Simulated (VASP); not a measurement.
CdSe (Cadmoselite): single point with r2SCAN

**Experimental background.**

A printed reference work, data compilation reports, for a bulk crystal of CdSe at 2 K: band gap 1.841 eV.

CdSe (Cadmoselite):

```
CELL_PARAMETERS angstrom
4.34065 0.00000 0.00000
-2.17033 3.75911 0.00000
0.00000 0.00000 7.07697
ATOMIC_POSITIONS crystal
Cd 0.33333 0.66667 0.00453
Cd 0.66667 0.33333 0.50453
Se 0.33333 0.66667 0.38047
Se 0.66667 0.33333 0.88047
```

```
Program                : VASP 6.6.1
Task                   : single point
Functional             : r2SCAN
Potentials or basis    : VASP PAW PBE potentials, release 64 (Cd, Se)
Cutoff                 : 520 eV
k mesh                 : 6 × 6 × 4
Occupations            : fermi-dirac, width 0.02 eV
Spin                   : no spin polarisation
Dipole correction      : no
Further INCAR settings : ALGO = Normal; EDIFF = 1e-07; NBANDS = 26
```

| Quantity | Value |
| --- | --- |
| Pressure | 0.2 GPa |
| Band gap on the k mesh | 1.09 eV, direct |

Levels at points of the mesh, in eV from the valence-band top:
| k point | band 15 | band 16 | band 17 | band 18 | band 19 | band 20 | band 21 | band 22 |
| --- | --- | --- | --- | --- | --- | --- | --- | --- |
| (0.00, 0.00, 0.00) | -0.74 | -0.04 | 0.00 | 0.00 | 1.09 | 2.64 | 6.38 | 6.38 |
| (0.50, 0.00, 0.00) | -2.58 | -1.80 | -1.28 | -0.73 | 3.63 | 3.71 | 5.09 | 6.55 |
| (0.00, 0.00, 0.50) | -0.38 | -0.38 | -0.38 | -0.38 | 2.78 | 2.78 | 6.27 | 6.27 |
| (0.50, 0.00, 0.50) | -1.31 | -1.31 | -1.31 | -1.31 | 3.33 | 3.33 | 5.27 | 5.27 |

It took 2.4 min on 1 thread of Intel(R) Xeon(R) Platinum 8488C (Sapphire Rapids), on a shared host, peak memory 0.26 GiB.

Measured gap of CdSe: 1.841 eV (2 K; a printed reference work, data compilation). This calculation gives 1.09 eV (-0.75 eV). Spin-orbit coupling on Cd, Se is left out. The value is that of r2SCAN, without temperature or zero-point motion.

Caveat: the PAW data sets were made with another functional, which shifts forces and pressure a little.
